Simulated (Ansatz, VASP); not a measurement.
## Two plane-wave programs on Cu

Contents of INCAR:

```
PREC = Accurate
ENCUT = 520
EDIFF = 1E-6
ISMEAR = 0
SIGMA = 0.15
LREAL = F
LASPH = T
NELM = 100
ALGO = Fast
ISIF = 2
LWAVE = F
LCHARG = F
GGA = CA
NBANDS = 18
```

KPOINTS

```
regular mesh
0
Gamma
  21 21 12
```

File POSCAR:

```
Cu
1.0
    2.5340966698      0.0000000000      0.0000000000
   -1.2670483349      2.1945920917      0.0000000000
    0.0000000000      0.0000000000      4.0714452900
Cu
2
Direct
    0.3333333333      0.6666666667      0.2500000000
    0.6666666667      0.3333333333      0.7500000000
```

Input for Ansatz:

```yaml
crystal:
  lattice:
    - [2.5340966698, 0.0, 0.0]
    - [-1.2670483349, 2.1945920917, 0.0]
    - [0.0, 0.0, 4.07144529]
  atoms:
    - { symbol: Cu, position: [0.3333333333, 0.6666666667, 0.25] }
    - { symbol: Cu, position: [0.6666666667, 0.3333333333, 0.75] }
basis:
  ecutwfc: 420
kpoints:
  mp_grid: { grid: [21, 21, 12] }
hamiltonian:
  xc: lda
scf:
  occupations: { method: gaussian, width: 0.15 }
output:
  forces: true
  stress: true
  eigenvalues: true
```

Change from the starting cell: strain -0.0100 x Voigt [0, 0, 1, 0, 0, 0], atoms carried along.

Alike in both runs: task single point; functional LDA; k mesh 21 × 21 × 12; occupations gaussian, width 0.15 eV; no spin polarisation.

|  | VASP | Ansatz |
| --- | --- | --- |
| version | VASP 6.6.1 | Ansatz 0.2.0 |
| potentials or method | VASP PAW LDA potentials, release 64 (Cu) | scalar-relativistic, plane waves, PAW |
| plane-wave cutoff (eV) | 520 | 420 |
| valence electrons in the cell | 22 | 38 |

```csv
,VASP,Ansatz,Ansatz less VASP
gap on the k mesh at the Fermi level (eV),none,none,-
pressure (GPa),-5.7,-6.5,-0.78
largest component of the traceless stress (GPa),2.89,2.94,+0.054
```

A gap of «none» marks a metal or a gap that the smearing closes. The two sets of potentials don't hold the same shells in valence.
